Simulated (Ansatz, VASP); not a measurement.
KBr in VASP and in Ansatz

File INCAR:

```
PREC     = Accurate       # precision mode
ENCUT    = 520            # plane-wave cutoff, eV
EDIFF    = 1E-8           # SCF threshold, eV
ISMEAR   = -1             # smearing method
SIGMA    = 0.08           # smearing width, eV
LREAL    = False          # projectors in reciprocal space
LASPH    = True           # aspherical terms in the spheres
NELM     = 60             # most SCF steps
ALGO     = Normal         # electronic algorithm
ISIF     = 2              # what is computed and relaxed
LWAVE    = False          # write WAVECAR
LCHARG   = False          # write CHGCAR
GGA      = PE             # functional
LEFG     = True         
NBANDS   = 15             # bands
```

File KPOINTS:

```
Automatic mesh
0
Gamma
  11 11 11
```

POSCAR

```
KBr
1.0
    0.0000000000      3.7756006816      3.7756006816
    3.7756006816      0.0000000000      3.7756006816
    3.7756006816      3.7756006816      0.0000000000
K Br
1 1
Direct
    0.0000000000      0.0000000000      0.0000000000
    0.2500000000      0.2500000000      0.2500000000
```

Input for Ansatz:

```yaml
crystal:
  lattice:
    - [0.0, 3.7756006816, 3.7756006816]
    - [3.7756006816, 0.0, 3.7756006816]
    - [3.7756006816, 3.7756006816, 0.0]
  atoms:
    - { symbol: K, position: [0.0, 0.0, 0.0] }
    - { symbol: Br, position: [0.25, 0.25, 0.25] }
kpoints:
  mp_grid: { grid: [11, 11, 11] }
scf:
  occupations: { method: fermi_dirac, width: 0.08 }
hamiltonian:
  xc: pbe
  pseudopotentials: { kind: paw }
output:
  forces: true
  stress: true
  eigenvalues: true
  efg: { contact_densities: true }
```

Change from the starting cell: volume scaled by 1.05, PAW files.

Alike in both runs: task electric field gradients; functional PBE; k mesh 11 × 11 × 11; occupations fermi-dirac, width 0.08 eV; no spin polarisation.

|  | VASP | Ansatz |
| --- | --- | --- |
| version | VASP 6.6.1 | Ansatz 0.2.0 |
| potentials or method | VASP PAW PBE potentials, release 64 (K_sv, Br) | PAW with Ansatz's default frozen-core files, scalar-relativistic |
| plane-wave cutoff (eV) | 520 | 420 |
| valence electrons in the cell | 16 | 16 |

```tsv
	VASP	Ansatz	Ansatz less VASP
gap on the k mesh at the Fermi level (eV)	4.16	4.16	+0.001
pressure (GPa)	-0.3	-0.4	-0.01
Vzz of the field gradient on the site that differs most (V/Å²)	0.0	0.0	0.00
```

Caveats: an odd mesh through Γ misses points on the zone boundary, where band edges often lie.
